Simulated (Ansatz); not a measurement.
**MgO: vacancy hop by nudged elastic band (Ansatz)**

Launch command:

```bash
ansatz run input.yaml --threads 4 --pin off --max-ram 8192MiB --backend cpu --events-out ev --progress --plain --runs-dir out
```

input.yaml:

```yaml
crystal:
  lattice:
    - [0.0, 4.31007432, 4.31007432]
    - [4.31007432, 0.0, 4.31007432]
    - [4.31007432, 4.31007432, 0.0]
  atoms:
    - { symbol: Mg, position: [-0.00159525, 0.00531352, -0.00566564] }
    - { symbol: O, position: [0.25235824, 0.24374161, 0.25037162] }
    - { symbol: Mg, position: [0.00165602, -0.00431933, 0.50202599] }
    - { symbol: O, position: [0.24721426, 0.24613693, 0.7527117] }
    - { symbol: Mg, position: [0.00253489, 0.5001397, -0.00088008] }
    - { symbol: O, position: [0.24729154, 0.74753476, 0.25605394] }
    - { symbol: Mg, position: [-0.00425498, 0.50613394, 0.50184258] }
    - { symbol: Mg, position: [0.49611411, 0.00053177, 0.00421864] }
    - { symbol: O, position: [0.7562469, 0.2494115, 0.24536928] }
    - { symbol: Mg, position: [0.49743226, 0.00460152, 0.49964614] }
    - { symbol: O, position: [0.75815514, 0.24791135, 0.75297732] }
    - { symbol: Mg, position: [0.49680125, 0.49942277, 0.00107323] }
    - { symbol: O, position: [0.75285591, 0.75467778, 0.24630428] }
    - { symbol: Mg, position: [0.49605216, 0.50838295, 0.49539888] }
    - { symbol: O, position: [0.74732042, 0.74675585, 0.74979335] }
kpoints:
  mp_grid: { grid: [3, 3, 3] }
magnetization:
  spin_polarized: false
scf:
  occupations: { method: fermi_dirac, width: 0.05 }
hamiltonian:
  pseudopotentials: { kind: paw }
  xc: pbe
basis:
  ecutwfc: 420
neb:
  images: 3
  relax_end_points: true
  climbing: true
  f_tol: 0.05
  max_iterations: 40
  order_check: false
  final_atoms:
    - { symbol: Mg, position: [-0.00159525, 0.00531352, -0.00566564] }
    - { symbol: O, position: [0.25235824, 0.24374161, 0.25037162] }
    - { symbol: Mg, position: [0.00165602, -0.00431933, 0.50202599] }
    - { symbol: O, position: [0.24721426, 0.24613693, 0.7527117] }
    - { symbol: Mg, position: [0.00253489, 0.5001397, -0.00088008] }
    - { symbol: O, position: [0.24729154, 0.74753476, 0.25605394] }
    - { symbol: Mg, position: [-0.00425498, 0.50613394, 0.50184258] }
    - { symbol: Mg, position: [0.49611411, 0.00053177, 0.00421864] }
    - { symbol: O, position: [0.7562469, 0.2494115, 0.24536928] }
    - { symbol: Mg, position: [0.49743226, 0.00460152, 0.49964614] }
    - { symbol: O, position: [0.25794725, 0.74001595, 0.75437692] }
    - { symbol: Mg, position: [0.49680125, 0.49942277, 0.00107323] }
    - { symbol: O, position: [0.75285591, 0.75467778, 0.24630428] }
    - { symbol: Mg, position: [0.49605216, 0.50838295, 0.49539888] }
    - { symbol: O, position: [0.74732042, 0.74675585, 0.74979335] }
```

Origin of the cell: a database entry, scaled a little.

The cell is 2×2×2 cells of MgO with one O taken out; atom 11 (O) hops into the empty site, 3.02 Å away before the end points are relaxed. All atoms were shaken by about 0.02 Å first.

Output (shortened):

```
Warning: neb: disabling space-group detection — the band's intermediate images generally break the endpoint symmetry, so no spatial operation reduces the k-mesh or symmetrises the density, ex […]
Pseudopotentials: kind: paw
Pseudopotential: Mg, paw, valence charge 10, recommended cutoff 420 eV (normal), Mg.paw.azcp
Pseudopotential: O, paw, valence charge 6, recommended cutoff 420 eV (normal), O.paw.azcp
Functional definition: PBE
  exchange = pbe_x(kappa = kappa, mu = beta*pi^2/3)
  correlation = pbe_c(beta = beta)
parallel-image band execution: 3 concurrent image workers
NEB image 0
Crystal: 15 atoms, lattice volume = 160.134 Å³
Basis set: ecut = 420 eV, 3119 PW (Γ), exchange–correlation on 90×90×90 points (8 copies of the dense FFT grid, shifted against one another)
Bands: 76, of which v1, the nominal top of the filled ones, is band 61 counted from 1 (60 counted from 0)
[… 6 lines left out …]
Initial density: superposition of atomic densities (neutral atoms: chi_scale 0, normalization atom), corrected by the library's trained network
Functional: x = pbe(κ = 0.804, μ = 0.219515), c = pbe(β = 0.066725)
SCF iter   1: F=—  HF=-19381.438066 eV  Δρ=4.53e-3  dr2=3.12e-2  defer=33
SCF iter   2: F=—  HF=-19381.430798 eV  Δρ=2.17e-3  dr2=5.30e-3  defer=111
SCF iter   3: F=—  HF=-19381.429747 eV  Δρ=9.91e-4  dr2=1.79e-3  defer=111
SCF iter   4: F=—  HF=-19381.429200 eV  Δρ=2.67e-4  dr2=9.38e-5  defer=111
SCF iter   5: F=—  HF=-19381.429279 eV  Δρ=9.47e-5  dr2=8.85e-6  defer=111
SCF iter   6: F=—  HF=-19381.429279 eV  Δρ=1.62e-5  dr2=2.94e-7  defer=111
SCF iter   7: F=-19381.429279 eV  HF=-19381.429279 eV  Δρ=3.90e-6  dr2=2.58e-8
NEB iter   1: max|band force component| = 8.752e0 eV/Å  barrier→ = 6.2064 eV  barrier← = 6.2064 eV  Δτ_max = 0.1047 Å  (38 SCF iters)
NEB iter   2: max|band force component| = 4.177e0 eV/Å  barrier→ = 4.2868 eV  barrier← = 4.2868 eV  Δτ_max = 0.1004 Å  (19 SCF iters)
NEB iter   3: max|band force component| = 1.282e0 eV/Å  barrier→ = 3.4508 eV  barrier← = 3.4508 eV  Δτ_max = 0.0591 Å  (19 SCF iters)
NEB iter   4: max|band force component| = 2.091e-1 eV/Å  barrier→ = 3.2743 eV  barrier← = 3.2743 eV  CI = image 2  Δτ_max = 0.0436 Å  (18 SCF iters)
NEB iter   5: max|band force component| = 1.360e-1 eV/Å  barrier→ = 3.2546 eV  barrier← = 3.2546 eV  CI = image 2  Δτ_max = 0.0191 Å  (18 SCF iters)
NEB iter   6: max|band force component| = 9.436e-2 eV/Å  barrier→ = 3.2499 eV  barrier← = 3.2499 eV  CI = image 2  Δτ_max = 0.0027 Å  (18 SCF iters)
NEB iter   7: max|band force component| = 2.365e-2 eV/Å  barrier→ = 3.2492 eV  barrier← = 3.2492 eV  CI = image 2  Δτ_max = 0.0000 Å  (18 SCF iters)
--- NEB band (5 images, 7 band iterations, 148 SCF iterations, 32 more in tests of the images' electronic states and relaxations of end points) ---
  forward barrier  = 3.249206 eV
  backward barrier = 3.249219 eV
  lagrangian_above_aufbau_ev (what the smearing adds, to first order; not taken off the barriers): saddle image -0.000000 eV, end points -0.000000 and -0.000000 eV
  climbing image's point = of an order that was not read
  energies are F+E_penalty+E_count in eV, relative to image 0
  image     s (Å)  Δ vs image 0  max|band force component| (eV/Å)
      0    0.0000      0.000000                                 —
      1    0.8008      1.374318                          1.569e-2
  *   2    1.6016      3.249206                          2.365e-2
      3    2.4019      1.375889                          1.539e-2
      4    3.2022     -0.000013                                 —
```

The converged band:

```json
{"image": "0", "path over all atoms (Å)": "0.00", "ΔF (eV)": "0.000", "O x": "4.31", "y": "6.47", "z (Å)": "4.31"}
{"image": "1", "path over all atoms (Å)": "0.80", "ΔF (eV)": "1.374", "O x": "4.82", "y": "5.95", "z (Å)": "4.31"}
{"image": "2", "path over all atoms (Å)": "1.60", "ΔF (eV)": "3.249", "O x": "5.39", "y": "5.39", "z (Å)": "4.31"}
{"image": "3", "path over all atoms (Å)": "2.40", "ΔF (eV)": "1.376", "O x": "5.96", "y": "4.82", "z (Å)": "4.31"}
{"image": "4", "path over all atoms (Å)": "3.20", "ΔF (eV)": "0.000", "O x": "6.47", "y": "4.31", "z (Å)": "4.31"}
```

Relaxed start, forces in eV/Å:

```xyz
15
Lattice="0.000 4.310 4.310 4.310 0.000 4.310 4.310 4.310 0.000" Properties=species:S:1:pos:R:3:forces:R:3 pbc="T T T" image=0
Mg    0.015   -0.001    0.000   -0.008    0.003    0.002
O     2.157    2.155    2.156    0.002   -0.005   -0.003
Mg    2.157    2.143    0.001    0.001    0.000    0.001
O     4.312    4.310    2.155    0.001   -0.002    0.005
Mg    2.157   -0.001    2.145    0.000    0.004   -0.001
O     4.312    2.154    4.311    0.004    0.002    0.000
Mg    4.312    2.154    2.156   -0.004    0.003    0.000
Mg    0.002    2.154    2.156    0.000    0.003    0.000
O     2.157    4.310    4.311    0.005   -0.001   -0.002
Mg    2.157    4.309    2.167    0.000    0.003   -0.001
O     4.312    6.465    4.310    0.001   -0.007    0.001
Mg    2.157    2.165    4.311    0.001    0.000   -0.003
O     4.312    4.310    6.466    0.000   -0.005   -0.002
Mg    4.302    4.309    4.311   -0.006    0.003   -0.001
O     6.467    6.465    6.466    0.004   -0.003    0.002
```

Highest image (2), forces in eV/Å:

```xyz
15
Lattice="0.000 4.310 4.310 4.310 0.000 4.310 4.310 4.310 0.000" Properties=species:S:1:pos:R:3:forces:R:3 pbc="T T T" image=2
Mg    0.042    0.040    0.000    0.003    0.003    0.000
O     2.191    2.189    2.108    0.002    0.001    0.005
Mg    2.115    2.114    0.000   -0.003   -0.003    0.000
O     4.277    4.275    2.108   -0.002   -0.002    0.005
Mg    2.108    0.047    2.318    0.004   -0.004    0.003
O     4.334    2.132    4.310    0.003   -0.003    0.000
Mg    4.359    2.107    1.992   -0.005    0.005   -0.003
Mg    0.049    2.107    2.318   -0.005    0.005    0.003
O     2.134    4.332    4.310   -0.003    0.003    0.000
Mg    2.109    4.357    1.992    0.004   -0.004   -0.003
O     5.389    5.387    4.309    0.000    0.000    0.000
Mg    2.353    2.351    4.310   -0.023   -0.024    0.000
O     4.277    4.275    6.511   -0.001   -0.002   -0.006
Mg    4.115    4.113    4.310    0.024    0.023    0.000
O     6.501    6.499    6.511    0.002    0.001   -0.006
```

Relaxed end, forces in eV/Å:

```xyz
15
Lattice="0.000 4.310 4.310 4.310 0.000 4.310 4.310 4.310 0.000" Properties=species:S:1:pos:R:3:forces:R:3 pbc="T T T" image=4
Mg    0.001    0.011   -0.001   -0.005    0.001   -0.002
O     2.155    2.155    2.153    0.005   -0.003    0.002
Mg    2.144    2.155   -0.001    0.000    0.001   -0.002
O     4.310    4.310    2.153    0.000   -0.003    0.001
Mg    2.155   -0.001    2.154    0.000    0.002   -0.002
O     4.310    2.155    4.308    0.001    0.000    0.001
Mg    4.311    2.154    2.165   -0.004    0.001    0.002
Mg    0.001    2.154    2.142   -0.004    0.002    0.000
O     2.155    4.310    4.308    0.004   -0.001    0.001
Mg    2.155    4.309    2.154    0.000    0.004   -0.002
O     6.465    4.310    4.308    0.004    0.001    0.000
Mg    2.166    2.154    4.309    0.003    0.001   -0.002
O     4.310    4.310    6.463    0.000   -0.001    0.002
Mg    4.311    4.298    4.309   -0.006    0.000   -0.001
O     6.465    6.465    6.463    0.003   -0.004    0.002
```

Barrier of this path: 3.25 eV forwards, 3.25 eV backwards, after 7 band iterations.

Caveats: the k mesh is coarse if the cell is a metal; a small cell with a neutral vacancy and no spin, whose shape can make like sites unlike; the cell is held at a rescaled volume, and strain moves barriers; the hop was drawn among near neighbours and need not be the easiest path; few images and a loose tolerance, and neither the top nor the ends were tested for their order.

Time: 100 s on 4 threads of Arm Neoverse V2 (shared host), peak memory 1 GiB, from the program's own first density.
